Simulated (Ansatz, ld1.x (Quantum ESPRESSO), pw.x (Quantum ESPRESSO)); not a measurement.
# pw.x on fcc Sb: one setting changed

Potential: norm-conserving Troullier–Martins (Kleinman–Bylander form), ld1.x (Quantum ESPRESSO) 7.5, PBE; core [Kr] 4d10, reference 5s1.5 5p3.5; waves: 5s (bound): rc 1.60 bohr; 5p (bound): rc 2.30 bohr; 5d channel at 0.2 Ry: rc 2.20 bohr; local part: all-electron potential smoothed inside 2.20 bohr (lloc = -1); core correction: none.

The reference run (k-mesh 12³, cutoffs 85/340 Ry, Fermi–Dirac 0.01 Ry, mixing_beta 0.4, conv_thr 1e-9, no spin) gives -0.80 GPa at 27.596 Å³/atom, where all-electron LAPW gives -0.00 GPa. This run, with its own iteration cap, changes occupations to fixed, a wrong or extreme entry chosen on purpose.

```
&control
  calculation='scf', prefix='x', pseudo_dir='./', outdir='./tmp', tstress=.true., disk_io='none'
/
&system
  ibrav=0, nat=1, ntyp=1, ecutwfc=85, ecutrho=340, nbnd=9,
  occupations='fixed'
/
&electrons
  conv_thr=1e-09, mixing_beta=0.4, electron_maxstep=70
/
ATOMIC_SPECIES
Sb 1.0 Sb.UPF
CELL_PARAMETERS angstrom
  0.00000000 2.39849443 2.39849443
  2.39849443 0.00000000 2.39849443
  2.39849443 2.39849443 0.00000000
ATOMIC_POSITIONS crystal
Sb 0.0000 0.0000 0.0000
K_POINTS automatic
12 12 12 0 0 0
```

```bash
pw.x < Sb.scf.in > Sb.scf.out
```

**Question.** How does the run end?

**Answer.** It stops with "electrons: charge is wrong: smearing is needed".

```
Message from routine setup:
     the system is metallic, specify occupations
     Message from routine setup:
     using ibrav=0 with symmetry is DISCOURAGED, use correct ibrav instead
     lattice parameter (alat)  =       6.4099  a.u.
     unit-cell volume          =     186.2270 (a.u.)^3
     number of electrons       =         5.00
     number of Kohn-Sham states=            9
     kinetic-energy cutoff     =      85.0000  Ry
     charge density cutoff     =     340.0000  Ry
     scf convergence threshold =      1.0E-09
     Exchange-correlation= PBE
     number of k points=    72
     iteration #  1     ecut=    85.00 Ry     beta= 0.40
     c_bands:  1 eigenvalues not converged
     Error in routine electrons (1):
     charge is wrong: smearing is needed
```

The run took about 7.7 s on one core of a shared host (Neoverse-V2, 96 threads, 742 GiB, load 27).
